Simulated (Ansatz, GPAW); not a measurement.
# Geometry or basis: what sets the conductance of a Pb chain with a Cu atom bridging one bond

How well does a Pb chain with a Cu atom bridging one bond conduct once its atoms have relaxed, and how much do cheaper levels lose?

Calculated with GPAW 26.7.0 and Ansatz 0.2.0; Ansatz plane waves; relaxation of the junction with the lead ends held, in the first sound run; inputs show where later runs differ.

## 1. The structure

The cell holds 13 atoms: 12 Pb and 1 Cu. Cell: a = 9.000 Å, b = 9.000 Å, c = 35.000 Å, α = 90.0°, β = 90.0°, γ = 90.0°. Regions: left lead, 6 atoms (6 Pb); channel, 1 atom (1 Cu); right lead, 6 atoms (6 Pb). Vacuum lies along a and b. The structure is stacked along c, and the current runs across the ab planes.

## 2. Relaxing the atoms

Transmission follows bond lengths closely, so the atoms between the held lead ends are relaxed first, from a slightly shaken start that lets symmetry break.

File input.yaml:

```yaml
crystal:
  lattice:
    - [9.0, 0.0, 0.0]
    - [0.0, 9.0, 0.0]
    - [0.0, 0.0, 35.0]
  atoms:
    - { symbol: Pb, position: [0.5, 0.5, 0.0414285714] }
    - { symbol: Pb, position: [0.5, 0.5, 0.1242857143] }
    - { symbol: Pb, position: [0.5, 0.5, 0.2071428571] }
    - { symbol: Pb, position: [0.5, 0.5, 0.29] }
    - { symbol: Pb, position: [0.5060891885, 0.4897388936, 0.3736783406] }
    - { symbol: Pb, position: [0.5002321241, 0.5043941667, 0.4560448251] }
    - { symbol: Cu, position: [0.7326528661, 0.5001058125, 0.4995575176] }
    - { symbol: Pb, position: [0.5019349497, 0.5014403562, 0.543979852] }
    - { symbol: Pb, position: [0.4991756539, 0.5023981356, 0.6277465566] }
    - { symbol: Pb, position: [0.5, 0.5, 0.71] }
    - { symbol: Pb, position: [0.5, 0.5, 0.7928571429] }
    - { symbol: Pb, position: [0.5, 0.5, 0.8757142857] }
    - { symbol: Pb, position: [0.5, 0.5, 0.9585714286] }
kpoints:
  mp_grid: { grid: [1, 1, 2] }
hamiltonian:
  xc: pbe
scf:
  occupations: { method: fermi_dirac, width: 0.1 }
relax:
  f_tol: 0.03
  max_steps: 80
  constraints: [{ sites: [0, 1, 2, 3, 9, 10, 11, 12] }]
```

Run with:

```sh
ansatz run input.yaml --threads 4 --pin off --max-ram 8192MiB --backend cpu --events-out ev --progress --plain --runs-dir out
```

Numbers of over 12 decimals in the logs are rounded to 6 here.

Output:

```text
Engine: ansatz 0.2.0, aarch64-unknown-linux-gnu
Pseudopotentials: kind: paw
Pseudopotential: Pb, paw, valence charge 14, recommended cutoff 420 eV (normal), Pb.paw.azcp
Pseudopotential: Cu, paw, valence charge 19, recommended cutoff 420 eV (normal), Cu.paw.azcp
Functional definition: PBE
  parameter kappa = 0.804
  parameter beta = 0.066725
  exchange = pbe_x(kappa = kappa, mu = beta*pi^2/3)
  correlation = pbe_c(beta = beta)
Crystal: 13 atoms, lattice volume = 2835.000 Å³
Basis set: ecut = 420 eV, 55401 PW (Γ), exchange–correlation on 128×128×480 points (8 copies of the dense FFT grid, shifted against one another)
Bands: 113, of which v1, the nominal top of the filled ones, is band 94 counted from 1 (93 counted from 0)
Symmetry: 1 space group operations
Space group: P1 (ITA 1), of the structure as read, at distance tolerance 1.4e-4 Å
k-points: 2
Non-local potential: Pb, projectors of the file, l = 0: 2, l = 1: 2, l = 2: 2, l = 3: 2
Non-local potential: Cu, projectors of the file, l = 0: 3, l = 1: 2, l = 2: 3, l = 3: 1
PAW form: soft (Blöchl's): semilocal exchange-correlation on the pseudo side does not see the compensation charge
PAW one-centre angular grid: Pb, 590 points (default); XC on 64 Gauss nodes
PAW one-centre angular grid: Cu, 590 points (default); XC on 64 Gauss nodes
Initial density: superposition of atomic densities (neutral atoms: chi_scale 0, normalization atom), corrected by the library's trained network
Initial wavefunctions: pseudopotential atomic-orbital guess
Functional: x = pbe(κ = 0.804, μ = 0.219515), c = pbe(β = 0.066725)
SCF iter   1: F=—  HF=-149485.875303 eV  |F-HF|=—  |Δ(HF+E_count)|=         —  Δρ=1.28e-3  dr2=7.46e-1  ethr=1.77e-3  ⟨swp⟩=6.0  Hψ=881  notcnv=0
preconditioner: auto → LDOS  [metal: Δε(μ)=0.114 eV  Ē_g=5.540 eV  σ=0.100 eV  W_gap=0.27  n_scr=262 (ndim 8)  ℏωp=5.4 eV  f_vac=0.705  D(μ)=14.64/eV (n_scr^D=38)  β→1.0]
SCF iter   2: F=—  HF=-149485.846763 eV  |F-HF|=—  |Δ(HF+E_count)|=   2.85e-2  Δρ=8.68e-4  dr2=3.18e-2  ethr=3.99e-4  ⟨swp⟩=2.5  Hψ=290  notcnv=0
SCF iter   3: F=—  HF=-149485.855584 eV  |F-HF|=—  |Δ(HF+E_count)|=   8.82e-3  Δρ=1.40e-3  dr2=3.34e-2  ethr=1.70e-5  ⟨swp⟩=2.0  Hψ=432  notcnv=0
SCF iter   4: F=—  HF=-149485.849637 eV  |F-HF|=—  |Δ(HF+E_count)|=   5.95e-3  Δρ=5.45e-4  dr2=5.30e-3  ethr=1.70e-5  ⟨swp⟩=2.0  Hψ=443  notcnv=0
SCF iter   5: F=—  HF=-149485.849213 eV  |F-HF|=—  |Δ(HF+E_count)|=   4.23e-4  Δρ=8.18e-5  dr2=2.53e-4  ethr=2.84e-6  ⟨swp⟩=2.0  Hψ=395  notcnv=0
SCF iter   6: F=-149485.849200 eV  HF=-149485.849195 eV  |F-HF|=4.60e-6  |Δ(HF+E_count)|=   1.76e-5  Δρ=1.32e-5  dr2=7.46e-6  ethr=1.20e-8  ⟨swp⟩=4.0  Hψ=1048  notcnv=0
SCF 1 converged in 6 iterations: F = -149485.849200 eV  dr2 = 7.46e-6
  greatest PAW one-centre occupation: 1.000 electrons in one spin orbital (limit 2), on the Cu atom at site 6 (counted from 0), in its partial waves of l = 0
relax step   1: F+E_penalty+E_count = -149485.84920009 eV  Δ(F+E_penalty+E_count) = +0.000e0 eV  max|allowed force component| = 4.584e-1 eV/Å  Δτ_max = 0.0000 Å  (6 SCF iters, dr2 threshold 2.25e-5 eV, accepted)
Initial density: handed on by an earlier stage of this run
Initial wavefunctions: those handed on with the density
iter 1 solved again at ethr=5.26e-5 eV; its pass at ethr=3.10e-3 eV (dr2=9.83e-2 eV) is discarded
SCF iter   1: F=—  HF=-149485.901472 eV  |F-HF|=—  |Δ(HF+E_count)|=         —  Δρ=7.63e-4  dr2=9.76e-2  ethr=5.26e-5  ⟨swp⟩=1.5  Hψ=815  notcnv=0
preconditioner: auto → LDOS  [metal: Δε(μ)=0.111 eV  Ē_g=5.557 eV  σ=0.100 eV  W_gap=0.26  n_scr=262 (ndim 8)  ℏωp=5.4 eV  f_vac=0.701  D(μ)=14.46/eV (n_scr^D=38)  β→1.0]
SCF iter   2: F=—  HF=-149485.893007 eV  |F-HF|=—  |Δ(HF+E_count)|=   8.47e-3  Δρ=2.58e-4  dr2=6.19e-3  ethr=5.22e-5  ⟨swp⟩=2.0  Hψ=228  notcnv=0
SCF iter   3: F=—  HF=-149485.894011 eV  |F-HF|=—  |Δ(HF+E_count)|=   1.00e-3  Δρ=2.57e-4  dr2=1.71e-3  ethr=3.31e-6  ⟨swp⟩=2.0  Hψ=410  notcnv=0
SCF iter   4: F=—  HF=-149485.893820 eV  |F-HF|=—  |Δ(HF+E_count)|=   1.91e-4  Δρ=1.86e-4  dr2=5.96e-4  ethr=9.15e-7  ⟨swp⟩=2.0  Hψ=412  notcnv=0
SCF iter   5: F=—  HF=-149485.893717 eV  |F-HF|=—  |Δ(HF+E_count)|=   1.02e-4  Δρ=2.10e-5  dr2=2.09e-5  ethr=3.19e-7  ⟨swp⟩=2.0  Hψ=398  notcnv=0
SCF iter   6: F=-149485.893723 eV  HF=-149485.893722 eV  |F-HF|=1.20e-6  |Δ(HF+E_count)|=   4.69e-6  Δρ=6.89e-6  dr2=2.97e-6  ethr=7.02e-9  ⟨swp⟩=5.0  Hψ=792  notcnv=0
SCF 2 converged in 6 iterations: F = -149485.893723 eV  dr2 = 2.97e-6
relax step   2: F+E_penalty+E_count = -149485.89372294 eV  Δ(F+E_penalty+E_count) = -4.452e-2 eV  max|allowed force component| = 9.967e-2 eV/Å  Δτ_max = 0.1191 Å  (6 SCF iters, dr2 threshold 1.31e-5 eV, accepted)
SCF iter   1: F=—  HF=-149485.971346 eV  |F-HF|=—  |Δ(HF+E_count)|=         —  Δρ=2.05e-3  dr2=1.67e-1  ethr=2.09e-3  ⟨swp⟩=6.0  Hψ=599  notcnv=0
preconditioner: auto → LDOS  [metal: Δε(μ)=0.144 eV  Ē_g=5.510 eV  σ=0.100 eV  W_gap=0.34  n_scr=262 (ndim 8)  ℏωp=5.4 eV  f_vac=0.700  D(μ)=14.07/eV (n_scr^D=38)  β→1.0]
SCF iter   2: F=—  HF=-149485.953934 eV  |F-HF|=—  |Δ(HF+E_count)|=   1.74e-2  Δρ=1.88e-3  dr2=6.09e-2  ethr=8.93e-5  ⟨swp⟩=2.0  Hψ=486  notcnv=0
SCF iter   3: F=—  HF=-149485.955766 eV  |F-HF|=—  |Δ(HF+E_count)|=   1.83e-3  Δρ=1.34e-3  dr2=3.20e-2  ethr=3.26e-5  ⟨swp⟩=2.0  Hψ=452  notcnv=0
SCF iter   4: F=—  HF=-149485.949778 eV  |F-HF|=—  |Δ(HF+E_count)|=   5.99e-3  Δρ=3.88e-4  dr2=2.90e-3  ethr=1.71e-5  ⟨swp⟩=2.0  Hψ=425  notcnv=0
SCF iter   5: F=—  HF=-149485.949221 eV  |F-HF|=—  |Δ(HF+E_count)|=   5.57e-4  Δρ=6.62e-5  dr2=1.32e-4  ethr=1.55e-6  ⟨swp⟩=2.0  Hψ=393  notcnv=0
SCF iter   6: F=—  HF=-149485.949293 eV  |F-HF|=—  |Δ(HF+E_count)|=   7.23e-5  Δρ=1.50e-5  dr2=1.32e-5  ethr=7.04e-8  ⟨swp⟩=2.0  Hψ=415  notcnv=0
SCF iter   7: F=—  HF=-149485.949610 eV  |F-HF|=—  |Δ(HF+E_count)|=   3.17e-4  Δρ=3.67e-6  dr2=7.30e-7  ethr=7.03e-9  ⟨swp⟩=2.0  Hψ=375  notcnv=0
SCF iter   8: F=-149485.949611 eV  HF=-149485.949611 eV  |F-HF|=2.62e-9  |Δ(HF+E_count)|=   4.53e-7  Δρ=1.60e-6  dr2=9.77e-8  ethr=5.35e-11  ⟨swp⟩=6.0  Hψ=873  notcnv=0
SCF 3 converged in 8 iterations: F = -149485.949611 eV  dr2 = 9.77e-8
relax step   3: F+E_penalty+E_count = -149485.94961055 eV  Δ(F+E_penalty+E_count) = -5.589e-2 eV  max|allowed force component| = 1.798e-1 eV/Å  Δτ_max = 0.2000 Å  (8 SCF iters, accepted)
[...]
relax step   4: F+E_penalty+E_count = -149486.02258428 eV  Δ(F+E_penalty+E_count) = -7.297e-2 eV  max|allowed force component| = 1.635e-1 eV/Å  Δτ_max = 0.2000 Å  (7 SCF iters, dr2 threshold 2.02e-6 eV, accepted)
[...]
relax step   5: F+E_penalty+E_count = -149486.06512984 eV  Δ(F+E_penalty+E_count) = -4.255e-2 eV  max|allowed force component| = 6.719e-2 eV/Å  Δτ_max = 0.1948 Å  (6 SCF iters, dr2 threshold 2.21e-5 eV, accepted)
[...]
relax step   6: F+E_penalty+E_count = -149486.07383296 eV  Δ(F+E_penalty+E_count) = -8.703e-3 eV  max|allowed force component| = 2.473e-2 eV/Å  Δτ_max = 0.1125 Å  (8 SCF iters, accepted)
[...]
relax step   7: F+E_penalty+E_count = -149486.07442393 eV  Δ(F+E_penalty+E_count) = -5.910e-4 eV  max|allowed force component| = 8.179e-3 eV/Å  Δτ_max = 0.0413 Å  (7 SCF iters, accepted)
[...]
relax step   8: F+E_penalty+E_count = -149486.07459719 eV  Δ(F+E_penalty+E_count) = -1.733e-4 eV  max|allowed force component| = 5.048e-3 eV/Å  Δτ_max = 0.0324 Å  (7 SCF iters, accepted)
SCF iter   1: F=—  HF=-149486.074606 eV  |F-HF|=—  |Δ(HF+E_count)|=         —  Δρ=1.84e-4  dr2=8.63e-4  ethr=6.38e-6  ⟨swp⟩=4.0  Hψ=533  notcnv=0
preconditioner: auto → LDOS  [metal: Δε(μ)=0.163 eV  Ē_g=5.517 eV  σ=0.100 eV  W_gap=0.39  n_scr=262 (ndim 8)  ℏωp=5.4 eV  f_vac=0.698  D(μ)=14.93/eV (n_scr^D=38)  β→1.0]
SCF iter   2: F=—  HF=-149486.074461 eV  |F-HF|=—  |Δ(HF+E_count)|=   1.45e-4  Δρ=1.04e-4  dr2=4.29e-4  ethr=4.62e-7  ⟨swp⟩=3.0  Hψ=454  notcnv=0
SCF iter   3: F=—  HF=-149486.074390 eV  |F-HF|=—  |Δ(HF+E_count)|=   7.10e-5  Δρ=6.14e-5  dr2=7.25e-5  ethr=2.29e-7  ⟨swp⟩=2.0  Hψ=412  notcnv=0
SCF iter   4: F=—  HF=-149486.074728 eV  |F-HF|=—  |Δ(HF+E_count)|=   3.38e-4  Δρ=4.10e-5  dr2=3.21e-5  ethr=3.88e-8  ⟨swp⟩=2.0  Hψ=411  notcnv=0
SCF iter   5: F=—  HF=-149486.074725 eV  |F-HF|=—  |Δ(HF+E_count)|=   2.87e-6  Δρ=1.96e-5  dr2=7.44e-6  ethr=1.72e-8  ⟨swp⟩=2.0  Hψ=240  notcnv=0
SCF iter   6: F=—  HF=-149486.074724 eV  |F-HF|=—  |Δ(HF+E_count)|=   6.69e-7  Δρ=5.90e-6  dr2=7.09e-7  ethr=3.98e-9  ⟨swp⟩=2.0  Hψ=391  notcnv=0
SCF iter   7: F=-149486.074724 eV  HF=-149486.074724 eV  |F-HF|=3.55e-9  |Δ(HF+E_count)|=   8.92e-8  Δρ=4.67e-7  dr2=1.59e-8  ethr=5.35e-11  ⟨swp⟩=4.0  Hψ=946  notcnv=0
SCF 9 converged in 7 iterations: F = -149486.074724 eV  dr2 = 1.59e-8
relax step   9: F+E_penalty+E_count = -149486.07472437 eV  Δ(F+E_penalty+E_count) = -1.272e-4 eV  max|allowed force component| = 2.826e-3 eV/Å  Δτ_max = 0.0335 Å  (7 SCF iters, accepted)
SCF converged after 7 iterations
Free energy (F): -149486.074724 eV
Harris-Foulkes:  -149486.074724 eV  (|F-HF|=3.55e-9)
Internal energy: -149485.567181 eV  (E = F + TS)
E sigma→0 (E₀):  -149485.820953 eV
Entropy (-TS):   -0.507543 eV (-39.042 meV/atom)
Fermi energy:    -2.074708 eV
--- Per-component energies (eV) ---
  E_band       = -3297.759157
  E_kinetic    = 3755.912950
  E_local      = -45458.715011  (includes V_loc(G=0)·N_el)
  E_nonlocal   = 4593.588353
  E_hartree    = 19989.846439
  E_xc         = -2713.904643
  E_vxc        = -1671.070492  (∫ρ·V_xc dr)
  E_paw        = -126545.236642  (= ΣΔE_a)
  E_vpaw       = -4497.172445  (= ΣTr[D̂ρ^β])
  E_aug_tail   = 0.000871  (compensation charges beyond the density's cutoff)
  E_ewald      = -3107.059497
  E_smearing   = -0.507543  (= −TS)
  E_closure    = -0.000000  (closes the sum)
  Σ components = -149486.074724   (vs F -149486.074724, Δ=0.00e0)
--- Forces (eV/Å), atoms counted from 1 ---
  atom   1  Pb     0.01117809    -0.00027672    -0.07069596
  atom   2  Pb     0.00599017    -0.00107239    -0.05473795
  atom   3  Pb    -0.01133317     0.00110606     0.11467980
  atom   4  Pb    -0.00462295    -0.00076914     0.38607418
  atom   5  Pb    -0.00133705    -0.00005509    -0.00282615
  atom   6  Pb     0.00231042     0.00170020     0.00189124
  atom   7  Cu    -0.00243813    -0.00134955    -0.00001778
  atom   8  Pb     0.00185414     0.00179255     0.00087083
  atom   9  Pb    -0.00166632     0.00060639     0.00071181
  atom  10  Pb    -0.00285866    -0.00040430    -0.38811694
  atom  11  Pb    -0.01327497     0.00038194    -0.11489069
  atom  12  Pb     0.00738136    -0.00054932     0.05901629
  atom  13  Pb     0.00882148    -0.00113864     0.06804545
  max |Σ_I F_I| component: 2.80e-5 eV/Å
--- Relaxed structure (9 steps of the walk, 9 accepted, 0 SCFs on fresh bases) ---
  F+E_penalty+E_count = -149486.07472437 eV   max|allowed force component| = 2.826e-3 eV/Å
  atoms:
    - { symbol: Pb, position: [0.5, 0.5, 0.0414285714] }
    - { symbol: Pb, position: [0.5, 0.5, 0.124286] }
    - { symbol: Pb, position: [0.5, 0.5, 0.2071428571] }
    - { symbol: Pb, position: [0.5, 0.5, 0.290000] }
    - { symbol: Pb, position: [0.572626, 0.493698, 0.372853] }
    - { symbol: Pb, position: [0.438219, 0.501648, 0.454764] }
    - { symbol: Cu, position: [0.672241, 0.482379, 0.499420] }
    - { symbol: Pb, position: [0.439325, 0.501573, 0.544470] }
    - { symbol: Pb, position: [0.569805, 0.492697, 0.627039] }
    - { symbol: Pb, position: [0.5, 0.5, 0.71] }
    - { symbol: Pb, position: [0.5, 0.5, 0.7928571429] }
    - { symbol: Pb, position: [0.5, 0.5, 0.8757142857] }
    - { symbol: Pb, position: [0.5, 0.5, 0.9585714286] }
```

It took 93 s on 4 threads of Arm Neoverse V1, shared host; peak memory 3.5 GiB; 6 min of CPU time.

The steps of the relaxation:

```
step  energy less that of the first step (eV)  largest force component (eV/Å)
   1                                   0.0000                          0.4584
   2                                  -0.0445                          0.0997
   3                                  -0.1004                          0.1798
   4                                  -0.1734                          0.1635
   5                                  -0.2159                          0.0672
   6                                  -0.2246                          0.0247
   7                                  -0.2252                          0.0082
   8                                  -0.2254                          0.0050
   9                                  -0.2255                          0.0028
```

The atoms that moved most (Å):

```
atom      dx      dy      dz  length
 Pb9   0.636  -0.087  -0.025   0.642
 Pb5   0.599   0.036  -0.029   0.601
 Cu7  -0.544  -0.160  -0.005   0.567
 Pb8  -0.563   0.001   0.017   0.564
 Pb6  -0.558  -0.025  -0.045   0.560
```

Numbers from this step:

* free energy: -149486.0747 eV
* smearing term TS: 0.5075 eV
* symmetry operations: 1

The relaxation lowered the energy of the cell by 0.226 eV.

(Continued in part 2 of 5.)

[Logs are printed without paths, hosts, clocks, repeated set-up lines and the standing remarks that a program may print on its own settings, such as how far it seeks lower states.]

[Hosts, paths, dates, database ids (printed as entryN), source tags and the programs' standing remarks are cut or masked in the printed files.]
